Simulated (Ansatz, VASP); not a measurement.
Two plane-wave programs on Ir

```
Ir
1.0
     0.00000    1.92234    1.92234
     1.92234    0.00000    1.92234
     1.92234    1.92234    0.00000
Ir
1
Direct
  0.00000 0.00000 0.00000
```

Alike in both runs: task single point; functional PBE; k mesh 20 × 20 × 20; occupations gaussian, width 0.05 eV; no spin polarisation.

```csv
,VASP,Ansatz
version,VASP 6.6.1,Ansatz 0.2.0
potentials or method,"VASP PAW PBE potentials, release 64 (Ir)","scalar-relativistic, plane waves, PAW"
plane-wave cutoff (eV),520,420
valence electrons in the cell,9,17
```

Ansatz gave:

```
gap on the k mesh at the Fermi level (eV) : none
pressure (GPa)                            : 7.3
```

**Question.** What did VASP give for the same quantities?

**Answer.** gap on the k mesh at the Fermi level (eV): none; pressure (GPa): 7.8.

A gap of «none» marks a metal or a gap that the smearing closes. The two sets of potentials don't hold the same shells in valence.

Spin-orbit coupling is left out, which matters for the levels of Ir.
